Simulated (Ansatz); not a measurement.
# Calculated ¹⁴N nuclear quadrupole resonance for Hf3N4

Cell: a COD entry, its atoms then relaxed with PBE in this cell.

Space group I-43d (No. 220); a = 6.7010 Å.

```
site  Wyckoff  site symmetry       x       y       z
  Hf      12a           -4..  0.3750  0.0000  0.2500
   N      16c            .3.  0.0678  0.0678  0.0678
```

One atom of each set is listed; the run and its k-mesh use a cell of 14 atoms with edges of 5.80, 5.80, 5.80 Å.

The numbers come from a DFT calculation in Ansatz (PBE, plane waves and PAW (field gradients read without the response of the frozen cores, which leaves them typically 4 to 6 % off), scalar-relativistic, 420 eV cutoff, Γ-centred 6×6×6 k-points, Fermi–Dirac smearing 0.02 eV).

¹⁴N: I = 1, Q = 20.44 mb (year-2017 value). Static lattice, zero field.

Question: The simulated lines lie at 0.298 MHz. What are |C_Q|, η and |V_zz| at N?

Answer: For I = 1 the lines are ν± = (3/4)|C_Q|(1 ± η/3) and ν₀ = |C_Q|η/2. Here |C_Q| = 0.398 MHz, η = 0.00 and |V_zz| = 0.80 × 10²¹ V/m². The calculation gives V_zz positive; the lines don't show the sign. The site has 6 Hf at 2.21–2.44 Å.

An axis of threefold or higher order runs through N, so V_zz lies along it and η is zero.

Without spin–orbit coupling the gradients at and beside Hf can be off by some per cent, at some sites by more.
